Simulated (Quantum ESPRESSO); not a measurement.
# BaTiO3 (R3m) in Quantum ESPRESSO: a series of runs, part 2 of 3

Quantum ESPRESSO 7.5.

## (3) Phonons, LDA

pw.in

```
&CONTROL
  calculation = 'scf'
  prefix = 'pwscf'
  outdir = './tmp'
  pseudo_dir = './pseudo'
  tprnfor = .true.
  tstress = .true.
  disk_io = 'low'
/
&SYSTEM
  ibrav = 0
  celldm(1) = 8
  nat = 5
  ntyp = 3
  ecutwfc = 52
  ecutrho = 312
  nbnd = 28
  occupations = 'smearing'
  smearing = 'fd'
  degauss = 0.00367493
/
&ELECTRONS
  conv_thr = 1d-09
  electron_maxstep = 120
  mixing_beta = 0.5
/
ATOMIC_SPECIES
Ba   137.3270 Ba.LDA_PW-JTH.UPF
Ti    47.8670 Ti.LDA_PW-JTH.UPF
O     15.9990 O.LDA_PW-JTH.UPF
CELL_PARAMETERS alat
  0.6678685679735   0.3855940974892   0.5476410939078
 -0.6678685679735   0.3855940974892   0.5476410939078
  0.0000000000000  -0.7711881950020   0.5476410939078
ATOMIC_POSITIONS crystal
Ba     0.0000000000    0.0000000000    0.0000000000
Ti     0.4845000000    0.4845000000    0.4845000000
O      0.5086000000    0.0175000000    0.5086000000
O      0.0175000000    0.5086000000    0.5086000000
O      0.5086000000    0.5086000000    0.0175000000
K_POINTS automatic
4 4 4 1 1 1
```

relax.in

```
&CONTROL
  calculation = 'relax'
  prefix = 'pwscf'
  outdir = './tmp'
  pseudo_dir = './pseudo'
  tprnfor = .true.
  tstress = .true.
  disk_io = 'low'
  nstep = 40
  forc_conv_thr = 0.0001
  etot_conv_thr = 1d-06
/
&SYSTEM
  ibrav = 0
  celldm(1) = 8
  nat = 5
  ntyp = 3
  ecutwfc = 52
  ecutrho = 312
  nbnd = 28
  occupations = 'smearing'
  smearing = 'fd'
  degauss = 0.00367493
/
&ELECTRONS
  conv_thr = 1d-09
  electron_maxstep = 120
  mixing_beta = 0.5
/
&IONS
  ion_dynamics = 'bfgs'
/
ATOMIC_SPECIES
Ba   137.3270 Ba.LDA_PW-JTH.UPF
Ti    47.8670 Ti.LDA_PW-JTH.UPF
O     15.9990 O.LDA_PW-JTH.UPF
CELL_PARAMETERS alat
  0.6678685679686   0.3855940974960   0.5476410939106
 -0.6678685679686   0.3855940974960   0.5476410939106
 -0.0000000000000  -0.7711881950038   0.5476410939023
ATOMIC_POSITIONS crystal
Ba     0.0000000000    0.0000000000    0.0000000000
Ti     0.4845000000    0.4845000000    0.4845000000
O      0.5086000000    0.0175000000    0.5086000000
O      0.0175000000    0.5086000000    0.5086000000
O      0.5086000000    0.5086000000    0.0175000000
K_POINTS automatic
4 4 4 1 1 1
```

scf2.in

```
&CONTROL
  calculation = 'scf'
  prefix = 'pwscf'
  outdir = './tmp'
  pseudo_dir = './pseudo'
  tprnfor = .true.
  tstress = .true.
  disk_io = 'low'
/
&SYSTEM
  ibrav = 0
  celldm(1) = 8
  nat = 5
  ntyp = 3
  ecutwfc = 52
  ecutrho = 312
  nbnd = 28
  occupations = 'fixed'
/
&ELECTRONS
  conv_thr = 1d-13
  electron_maxstep = 120
  mixing_beta = 0.5
  startingpot = 'file'
  startingwfc = 'file'
/
ATOMIC_SPECIES
Ba   137.3270 Ba.LDA_PW-JTH.UPF
Ti    47.8670 Ti.LDA_PW-JTH.UPF
O     15.9990 O.LDA_PW-JTH.UPF
CELL_PARAMETERS alat
  0.6678685679686   0.3855940974960   0.5476410939106
 -0.6678685679686   0.3855940974960   0.5476410939106
 -0.0000000000000  -0.7711881950038   0.5476410939023
ATOMIC_POSITIONS crystal
Ba    -0.0028496495   -0.0028496495   -0.0028496495
Ti     0.4853105756    0.4853105756    0.4853105756
O      0.5092998371    0.0181393998    0.5092998371
O      0.0181393998    0.5092998371    0.5092998371
O      0.5092998371    0.5092998371    0.0181393998
K_POINTS automatic
4 4 4 1 1 1
```

ph.in

```
phonons of BaTiO3
&INPUTPH
  prefix = 'pwscf'
  outdir = './tmp'
  tr2_ph = 1d-18
  fildyn = 'dyn'
  niter_ph = 90
  alpha_mix(1) = 0.7
  epsil = .true.
/
0.0000000000 0.0000000000 0.0000000000
```

dynmat.in

```
&INPUT
  fildyn = 'dyn'
  asr = 'crystal'
  lperm = .true.
  filout = 'dynmat.disp'
  fileig = 'dynmat.eig'
/
```

dynmat_lo.in

```
&INPUT
  fildyn = 'dyn'
  asr = 'crystal'
  filout = 'dynmat_lo.disp'
  fileig = 'dynmat_lo.eig'
  q(1) = 0
  q(2) = 0
  q(3) = 1
/
```

Potentials or basis: JTH 2.0 LDA.

On the command line:

```bash
$ OMP_NUM_THREADS=1 mpirun -n 4 pw.x -nk 2 -in pw.in > pw.out
$ OMP_NUM_THREADS=1 mpirun -n 4 pw.x -nk 2 -in relax.in > relax.out
$ OMP_NUM_THREADS=1 mpirun -n 4 pw.x -nk 2 -in scf2.in > scf2.out
$ OMP_NUM_THREADS=1 mpirun -n 4 ph.x -nk 2 -in ph.in > ph.out
$ OMP_NUM_THREADS=1 mpirun -n 1 dynmat.x -in dynmat.in > dynmat.out
$ OMP_NUM_THREADS=1 mpirun -n 1 dynmat.x -in dynmat_lo.in > dynmat_lo.out
```

pw.out:

```text
This program is part of the open-source Quantum ESPRESSO suite
     for quantum simulation of materials; please cite
         "P. Giannozzi et al., J. Phys.:Condens. Matter 21 395502 (2009);
         "P. Giannozzi et al., J. Phys.:Condens. Matter 29 465901 (2017);
         "P. Giannozzi et al., J. Chem. Phys. 152 154105 (2020);
     in publications or presentations arising from this work. More details at

     file Ba.LDA_PW-JTH.UPF: wavefunction(s)  5S 6S 5P 0P 5D 0D renormalized
     file Ti.LDA_PW-JTH.UPF: wavefunction(s)  4S 3P 0P 3D 0D renormalized
     file O.LDA_PW-JTH.UPF: wavefunction(s)  0S 2P 0P renormalized
     Message from routine setup:
     using ibrav=0 with symmetry is DISCOURAGED, use correct ibrav instead

     K-points division:     npool     =       2
     Subspace diagonalization in iterative solution of the eigenvalue problem:
     a serial algorithm will be used

     --------------------
     sticks:   dense  smooth     PW     G-vecs:    dense   smooth      PW
     Min         714     474    138                20192    10986    1702
     Max         715     475    139                20195    10989    1705
     Sum        1429     949    277                40387    21975    3407

     Using Slab Decomposition

     bravais-lattice index     =            0
     lattice parameter (alat)  =       8.0000  a.u.
     unit-cell volume          =     433.2501 (a.u.)^3
     number of atoms/cell      =            5
     number of atomic types    =            3
[... 247 lines left out ...]
     8.1446   8.9507   9.2597   9.7943  13.7552  13.7942  14.0345  15.5972
    17.4506  17.8186  18.2948  18.9546
[... 10 lines left out ...]
   -45.5555 -22.1975 -22.1594 -22.1530 -14.5498  -6.5368  -5.7146  -5.5998
     0.2002   0.3197   0.5647   6.2943   7.0754   7.3854   7.4986   7.7759
     8.4490   8.9083   9.1052   9.3149  12.7859  13.6128  13.7399  15.1701
    16.4145  17.0695  17.5223  18.7159

          k = 0.3743 0.2161-0.3804 (  2745 PWs)   bands (ev):

   -45.5546 -22.1972 -22.1925 -22.1543 -14.4930  -6.2039  -5.7100  -5.6489
     0.0687   0.1014   0.4789   6.0880   6.4412   6.5849   7.3866   7.4927
     8.1914   9.0518   9.2547   9.7930  13.6291  13.8027  14.0524  15.6433
    17.4250  17.7844  18.2587  18.9577
[... 10 lines left out ...]
   -45.5538 -22.1958 -22.1953 -22.1867 -14.4427  -5.8238  -5.5995  -5.5904
    -0.3568  -0.3567  -0.0504   5.9648   6.5800   6.5971   7.1902   7.6097
     7.6649   9.6756   9.6950   9.8567  14.0941  14.2606  14.2655  16.9452
    16.9817  17.6826  17.9239  18.0670

     the Fermi energy is    11.2684 ev

!    total energy              =    -726.53882393 Ry
     total all-electron energy =      -726.538824 Ry
     estimated scf accuracy    <          3.0E-10 Ry
     smearing contrib. (-TS)   =      -0.00000000 Ry
     internal energy E=F+TS    =    -726.53882393 Ry

     The total energy is F=E-TS. E is the sum of the following terms:
     one-electron contribution =     -69.53271695 Ry
     hartree contribution      =      59.08926547 Ry
     xc contribution           =     -50.37028491 Ry
     ewald contribution        =    -206.47339746 Ry
     one-center paw contrib.   =    -459.25169008 Ry

     convergence has been achieved in  12 iterations

     negative rho (up, down):  5.150E-02 0.000E+00

     Forces acting on atoms (cartesian axes, Ry/au):

     atom    1 type  1   force =     0.00000000    0.00000000   -0.00574156
     atom    2 type  2   force =     0.00000000    0.00000000    0.00366152
     atom    3 type  3   force =    -0.00007445    0.00004298    0.00069334
     atom    4 type  3   force =     0.00007445    0.00004298    0.00069334
     atom    5 type  3   force =     0.00000000   -0.00008596    0.00069334

     Total force =     0.006916     Total SCF correction =     0.000012

     Computing stress (Cartesian axis) and pressure

     negative rho (up, down):  5.150E-02 0.000E+00
          total   stress  (Ry/bohr**3)                   (kbar)     P=      -50.32
  -0.00034094   0.00000000  -0.00000000          -50.15        0.00       -0.00
  -0.00000000  -0.00034094  -0.00000000           -0.00      -50.15       -0.00
  -0.00000000  -0.00000000  -0.00034424           -0.00       -0.00      -50.64

=------------------------------------------------------------------------------=
   JOB DONE.
=------------------------------------------------------------------------------=
```

relax.out:

```text
This program is part of the open-source Quantum ESPRESSO suite
     for quantum simulation of materials; please cite
         "P. Giannozzi et al., J. Phys.:Condens. Matter 21 395502 (2009);
         "P. Giannozzi et al., J. Phys.:Condens. Matter 29 465901 (2017);
         "P. Giannozzi et al., J. Chem. Phys. 152 154105 (2020);
[... 580 lines left out ...]
O                0.5092998371        0.0181393998        0.5092998371
O                0.0181393998        0.5092998371        0.5092998371
O                0.5092998371        0.5092998371        0.0181393998
End final coordinates

=------------------------------------------------------------------------------=
   JOB DONE.
=------------------------------------------------------------------------------=
```

Run time: 7.9 min. Hardware: 4 MPI ranks of Arm Neoverse V1, shared host; peak memory 0.36 GiB.

Results:

```
Free energy                                             : -9885.0661 eV
Pressure after relaxing                                 : -5.0 GPa
Electronic dielectric tensor (diagonal)                 : 6.11, 6.11, 5.64
Born charges (mean of the diagonal)                     : Ba +2.76; Ti +6.21; O -2.98 e
Highest phonon frequency at Γ, LO-TO splitting left out : 517 cm⁻¹
Static dielectric tensor (diagonal)                     : 56.48, 56.48, 32.31
```

The path:
```tsv
step	energy change (eV)	largest force (eV/Å)	pressure (GPa)
1	0.0000	0.1476	-5.03
2	-0.0006	0.1222	-5.07
3	-0.0011	0.0948	-5.10
4	-0.0016	0.0548	-5.13
5	-0.0018	0.0252	-5.15
6	-0.0018	0.0232	-5.14
7	-0.0018	0.0177	-5.11
8	-0.0019	0.0089	-5.07
9	-0.0019	0.0002	-5.04
```

Final structure:
```xyz
5
Lattice="2.8274 1.6324 2.3184 -2.8274 1.6324 2.3184 0.0000 -3.2648 2.3184" Properties=species:S:1:pos:R:3 pbc="T T T"
Ba    0.0000    0.0000   -0.0198
Ti    0.0000    0.0000    3.3754
O     1.3887   -0.8018    2.4036
O    -1.3887   -0.8018    2.4036
O     0.0000    1.6035    2.4036
```

Phonon frequencies in cm⁻¹ (negative: imaginary):
| q point | frequencies |
| --- | --- |
| (0.000, 0.000, 0.000) | 1 1 1 165 165 168 226 226 269 282 295 295 465 465 517 |

Electronic dielectric tensor:
```
6.11 0.00 0.00
0.00 6.11 0.00
0.00 0.00 5.64
```

Born effective charge tensors (e):
atom 1, Ba
```
2.78 0.00 0.00
0.00 2.78 0.00
0.00 0.00 2.73
```
atom 2, Ti
```
6.53 0.00 0.00
0.00 6.53 0.00
0.00 0.00 5.59
```
atom 3, O
```
-3.65  0.97  1.23
 0.97 -2.52 -0.71
 1.05 -0.60 -2.76
```
atom 4, O
```
-3.65 -0.97 -1.23
-0.97 -2.52 -0.71
-1.05 -0.60 -2.76
```
atom 5, O
```
-1.96  0.00  0.00
 0.00 -4.21  1.43
 0.00  1.21 -2.76
```

Optical modes at Γ, degenerate ones joined, polar ones without the macroscopic field:
| cm⁻¹ | components | symmetry | active in | IR intensity, summed ((D/Å)²/amu) |
| --- | --- | --- | --- | --- |
| 165 | 2 | E | IR and Raman | 21.15 |
| 168 | 1 | A1 | IR and Raman | 5.35 |
| 226 | 2 | E | IR and Raman | 112.70 |
| 269 | 1 | A1 | IR and Raman | 42.27 |
| 282 | 1 | A2 | silent | 0.00 |
| 295 | 2 | E | IR and Raman | 0.07 |
| 465 | 2 | E | IR and Raman | 12.13 |
| 517 | 1 | A1 | IR and Raman | 8.17 |

Zone-centre frequencies without and with the macroscopic field along z (cm⁻¹):
```
                                  optical modes in rising order
       without  165 165 168 226 226 269 282 295 295 465 465 517
with the field  165 165 180 226 226 282 295 295 463 465 465 670
```

Static dielectric tensor, electrons and zone-centre modes:
```
56.48  0.00  0.00
 0.00 56.48  0.00
 0.00  0.00 32.31
```

Caveat: the mesh is thin for the dielectric tensor, Born charges and intensities, which usually come out too large; this set's barium file shifts pressures by 1.5 GPa and gaps by 0.1 eV against other sets; the cell is more than 3 GPa from zero pressure, which shifts response properties. Spin-orbit coupling is left out, which matters for the levels of Ba.

## (4) Phonons, LDA

pw.in, as its differences from that of step 3:

```diff
@@ -14,4 +14,3 @@
   ntyp = 3
-  ecutwfc = 52
-  ecutrho = 312
+  ecutwfc = 84
   nbnd = 28
@@ -27,5 +26,5 @@
 ATOMIC_SPECIES
-Ba   137.3270 Ba.LDA_PW-JTH.UPF
-Ti    47.8670 Ti.LDA_PW-JTH.UPF
-O     15.9990 O.LDA_PW-JTH.UPF
+Ba   137.3270 Ba.upf
+Ti    47.8670 Ti.upf
+O     15.9990 O.upf
 CELL_PARAMETERS alat
```

relax.in, as its differences from that of step 3:

```diff
@@ -17,4 +17,3 @@
   ntyp = 3
-  ecutwfc = 52
-  ecutrho = 312
+  ecutwfc = 84
   nbnd = 28
@@ -33,5 +32,5 @@
 ATOMIC_SPECIES
-Ba   137.3270 Ba.LDA_PW-JTH.UPF
-Ti    47.8670 Ti.LDA_PW-JTH.UPF
-O     15.9990 O.LDA_PW-JTH.UPF
+Ba   137.3270 Ba.upf
+Ti    47.8670 Ti.upf
+O     15.9990 O.upf
 CELL_PARAMETERS alat
```

scf2.in

```
&CONTROL
  calculation = 'scf'
  prefix = 'pwscf'
  outdir = './tmp'
  pseudo_dir = './pseudo'
  tprnfor = .true.
  tstress = .true.
  disk_io = 'low'
/
&SYSTEM
  ibrav = 0
  celldm(1) = 8
  nat = 5
  ntyp = 3
  ecutwfc = 84
  nbnd = 28
  occupations = 'fixed'
/
&ELECTRONS
  conv_thr = 1d-13
  electron_maxstep = 120
  mixing_beta = 0.5
  startingpot = 'file'
  startingwfc = 'file'
/
ATOMIC_SPECIES
Ba   137.3270 Ba.upf
Ti    47.8670 Ti.upf
O     15.9990 O.upf
CELL_PARAMETERS alat
  0.6678685679686   0.3855940974960   0.5476410939106
 -0.6678685679686   0.3855940974960   0.5476410939106
 -0.0000000000000  -0.7711881950038   0.5476410939023
ATOMIC_POSITIONS crystal
Ba    -0.0033462943   -0.0033462943   -0.0033462943
Ti     0.4848712828    0.4848712828    0.4848712828
O      0.5095504266    0.0185741583    0.5095504266
O      0.0185741583    0.5095504266    0.5095504266
O      0.5095504266    0.5095504266    0.0185741583
K_POINTS automatic
4 4 4 1 1 1
```

ph.in is that of step 3.

dynmat.in is that of step 3.

dynmat_lo.in is that of step 3.

Potentials or basis: PseudoDojo 0.4.1 SR LDA standard.

On the command line:

```bash
$ OMP_NUM_THREADS=1 mpirun -n 4 pw.x -nk 2 -in pw.in > pw.out
$ OMP_NUM_THREADS=1 mpirun -n 4 pw.x -nk 2 -in relax.in > relax.out
$ OMP_NUM_THREADS=1 mpirun -n 4 pw.x -nk 2 -in scf2.in > scf2.out
$ OMP_NUM_THREADS=1 mpirun -n 4 ph.x -nk 2 -in ph.in > ph.out
$ OMP_NUM_THREADS=1 mpirun -n 1 dynmat.x -in dynmat.in > dynmat.out
$ OMP_NUM_THREADS=1 mpirun -n 1 dynmat.x -in dynmat_lo.in > dynmat_lo.out
```

pw.out:

```text
This program is part of the open-source Quantum ESPRESSO suite
     for quantum simulation of materials; please cite
[... 6 lines left out ...]
     using ibrav=0 with symmetry is DISCOURAGED, use correct ibrav instead

     K-points division:     npool     =       2
     Subspace diagonalization in iterative solution of the eigenvalue problem:
     a serial algorithm will be used

     --------------------
     sticks:   dense  smooth     PW     G-vecs:    dense   smooth      PW
     Min         766     766    214                22533    22533    3342
     Max         767     767    215                22534    22534    3343
     Sum        1533    1533    429                45067    45067    6685

     Using Slab Decomposition

     bravais-lattice index     =            0
     lattice parameter (alat)  =       8.0000  a.u.
     unit-cell volume          =     433.2501 (a.u.)^3
     number of atoms/cell      =            5
     number of atomic types    =            3
     number of electrons       =        40.00
[... 245 lines left out ...]
     7.5852   9.5782   9.5977   9.7516  14.0238  14.1900  14.1952  16.8842
    16.9162  17.6223  17.8625  18.0056

     the Fermi energy is    11.3665 ev

!    total energy              =    -274.79523712 Ry
     estimated scf accuracy    <          3.5E-10 Ry
     smearing contrib. (-TS)   =      -0.00000000 Ry
     internal energy E=F+TS    =    -274.79523712 Ry

     The total energy is F=E-TS. E is the sum of the following terms:
     one-electron contribution =     -72.79319826 Ry
     hartree contribution      =      59.96985109 Ry
     xc contribution           =     -55.49849250 Ry
     ewald contribution        =    -206.47339746 Ry

     convergence has been achieved in  12 iterations

     Forces acting on atoms (cartesian axes, Ry/au):

     atom    1 type  1   force =    -0.00000000    0.00000000   -0.00600552
     atom    2 type  2   force =     0.00000000   -0.00000000    0.00259949
     atom    3 type  3   force =    -0.00060465    0.00034910    0.00113534
     atom    4 type  3   force =     0.00060465    0.00034910    0.00113534
     atom    5 type  3   force =    -0.00000000   -0.00069819    0.00113534

     Total force =     0.006939     Total SCF correction =     0.000009

     Computing stress (Cartesian axis) and pressure

          total   stress  (Ry/bohr**3)                   (kbar)     P=      -56.65
  -0.00038479  -0.00000000   0.00000000          -56.60       -0.00        0.00
   0.00000000  -0.00038479  -0.00000000            0.00      -56.60       -0.00
  -0.00000000  -0.00000000  -0.00038571           -0.00       -0.00      -56.74

=------------------------------------------------------------------------------=
   JOB DONE.
=------------------------------------------------------------------------------=
```

It took 11 min on 4 MPI ranks of Arm Neoverse V1, shared host; peak memory 0.32 GiB.

What came out:

```yaml
Free_energy: -3738.7819 eV
Pressure_after_relaxing: -5.5 GPa
Electronic_dielectric_tensor_diagonal: 6.03, 6.03, 5.55
Born_charges_mean_of_the_diagonal: Ba +2.77; Ti +6.16; O -2.97 e
Highest_phonon_frequency_at_Γ_LO-TO_splitting_left_out: 519 cm⁻¹
Static_dielectric_tensor_diagonal: 55.81, 55.81, 31.65
```

Step by step:
| step | energy change (eV) | largest force (eV/Å) | pressure (GPa) |
| --- | --- | --- | --- |
| 1 | 0.0000 | 0.1544 | -5.67 |
| 2 | -0.0006 | 0.1301 | -5.66 |
| 3 | -0.0011 | 0.1042 | -5.66 |
| 4 | -0.0017 | 0.0663 | -5.64 |
| 5 | -0.0021 | 0.0283 | -5.60 |
| 6 | -0.0021 | 0.0294 | -5.58 |
| 7 | -0.0022 | 0.0209 | -5.53 |
| 8 | -0.0022 | 0.0077 | -5.50 |
| 9 | -0.0022 | 0.0015 | -5.48 |

Final structure:
```xyz
5
Lattice="2.8274 1.6324 2.3184 -2.8274 1.6324 2.3184 0.0000 -3.2648 2.3184" Properties=species:S:1:pos:R:3 pbc="T T T"
Ba    0.0000    0.0000   -0.0233
Ti    0.0000    0.0000    3.3724
O     1.3882   -0.8015    2.4057
O    -1.3882   -0.8015    2.4057
O     0.0000    1.6029    2.4057
```

Phonon frequencies in cm⁻¹ (negative: imaginary):
| q point | frequencies |
| --- | --- |
| (0.000, 0.000, 0.000) | -3 -3 -2 160 160 164 230 230 273 279 293 293 465 465 519 |

Electronic dielectric tensor:
```
6.03 0.00 0.00
0.00 6.03 0.00
0.00 0.00 5.55
```

Born effective charge tensors (e):
atom 1, Ba
```
2.78 0.00 0.00
0.00 2.78 0.00
0.00 0.00 2.73
```
atom 2, Ti
```
6.48 0.00 0.00
0.00 6.48 0.00
0.00 0.00 5.52
```
atom 3, O
```
-3.64  0.97  1.22
 0.97 -2.52 -0.71
 1.03 -0.60 -2.75
```
atom 4, O
```
-3.64 -0.97 -1.22
-0.97 -2.52 -0.71
-1.03 -0.60 -2.75
```
atom 5, O
```
-1.96  0.00  0.00
 0.00 -4.20  1.41
 0.00  1.19 -2.75
```

Optical modes at Γ, degenerate ones joined, polar ones without the macroscopic field:
| cm⁻¹ | components | symmetry | active in | IR intensity, summed ((D/Å)²/amu) |
| --- | --- | --- | --- | --- |
| 160 | 2 | E | IR and Raman | 21.51 |
| 164 | 1 | A1 | IR and Raman | 5.56 |
| 230 | 2 | E | IR and Raman | 110.94 |
| 273 | 1 | A1 | IR and Raman | 40.97 |
| 279 | 1 | A2 | silent | 0.00 |
| 293 | 2 | E | IR and Raman | 0.08 |
| 465 | 2 | E | IR and Raman | 12.34 |
| 519 | 1 | A1 | IR and Raman | 8.27 |

Zone-centre frequencies without and with the macroscopic field along z (cm⁻¹):
```csv
,optical modes in rising order
without,160 160 164 230 230 273 279 293 293 465 465 519
with the field,160 160 178 230 230 279 293 293 464 465 465 672
```

Static dielectric tensor, electrons and zone-centre modes:
```
55.81  0.00  0.00
 0.00 55.81  0.00
 0.00  0.00 31.65
```

Caveat: this release of the barium file is off; the cell is more than 3 GPa from zero pressure, which shifts response properties.

[end of part 2 of 3]
